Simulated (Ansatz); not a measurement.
# Ga: the cost of one run

Program: Ansatz 0.2.0. Level of theory: DFT PBE, scalar-relativistic. These are calculated values, not measurements.

### Step 1. The structure to begin with

Symmetry: I4/mmm, No. 139, tetragonal system. The conventional cell has a = 2.808 Å, b = 2.808 Å, c = 4.458 Å, α = 90.00°, β = 90.00°, γ = 90.00°. Around Ga (site symmetry 4/mmm) lie 12 Ga at 2.81 to 2.99 Å.

Structure file:

```
Ga
1.0
    -1.40400    1.40400    2.22900
     1.40400   -1.40400    2.22900
     1.40400    1.40400   -2.22900
Ga
1
Direct
  0.00000 0.00000 0.00000
```

### Step 2. After the deformation

Space group I4/mmm before, I4/mmm after.

### Step 3. All-electron LAPW

The input, input.yaml:

```yaml
crystal:
  lattice:
    - [-1.404, 1.404, 2.20671]
    - [1.404, -1.404, 2.20671]
    - [1.404, 1.404, -2.20671]
  atoms:
    - { symbol: Ga, position: [0.0, 0.0, 0.0] }
kpoints:
  mp_grid: { grid: [14, 14, 16] }
  band_path:
    path:
      - [0.0, 0.0, 0.0]
      - [0.0, 0.0, 0.5]
      - [0.25, 0.25, 0.25]
      - [0.0, 0.5, 0.0]
      - [0.0, 0.0, 0.0]
      - [0.5, 0.5, -0.5]
      - [0.3512007423, 0.6487992577, -0.3512007423]
      - [-0.3512007423, 0.3512007423, 0.3512007423]
      - [0.0, 0.0, 0.0]
    npoints: 5
scf:
  occupations: { method: fermi_dirac, width: 0.05 }
hamiltonian:
  xc: pbe
  pseudopotentials: { kind: all_electron, lapw: { basis_error: 0.00025 } }
output:
  forces: true
  stress: true
  eigenvalues: true
```

Started as:

```console
$ ansatz run input.yaml --threads 1 --pin off --max-ram 3072MiB --backend cpu --events-out ev --progress --plain --runs-dir out
```

**Question.** How long does this run take on 1 thread of Arm Neoverse V1, shared host, and how much memory does it need?

About 54 s, with a peak of 0.82 GiB.
